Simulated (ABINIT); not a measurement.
The system is ZnO (zincite).

```
Zn O
1.0
     3.24931    0.00000    0.00000
    -1.62465    2.81398    0.00000
     0.00000    0.00000    5.20571
Zn O
2 2
Direct
  0.66667 0.33333 0.00000
  0.33333 0.66667 0.50000
  0.33333 0.66667 0.87901
  0.66667 0.33333 0.37901
```

Base run:

| Property | Result |
| --- | --- |
| Program | ABINIT 10.8.3 (patched build) |
| Functional | PBE |
| Potentials or basis | SPMS NC PBE v1.0 |
| Cutoff | 1088 eV |
| k mesh | 9 × 9 × 5 |
| Occupations | fermi-dirac, width 0.05 eV |
| Spin | no spin polarisation |

Its results: band gap on the k mesh 0.89 eV, direct; pressure 4.9 GPa; largest force 0.073 eV/Å.

**Question.** After a change of settings the same cell gave: band gap on the k mesh 0.79 eV, direct; pressure -7.4 GPa; largest force 0.052 eV/Å. Which change was it?
A. potentials or basis from SPMS NC PBE v1.0 to Ansatz NC PBE; cutoff from 1088 eV to 1252 eV
B. potentials or basis from SPMS NC PBE v1.0 to JTH PAW PBE v2.0; cutoff from 1088 eV to 626 eV; valence electrons from 52 to 36
C. functional from PBE to LDA-PZ; potentials or basis from SPMS NC PBE v1.0 to PseudoDojo NC SR LDA v0.4.1 standard; cutoff from 1088 eV to 1143 eV
D. potentials or basis from SPMS NC PBE v1.0 to PseudoDojo NC SR PBE v0.4.1 standard; k mesh from 9 × 9 × 5 to 7 × 7 × 4

**Answer.** C.
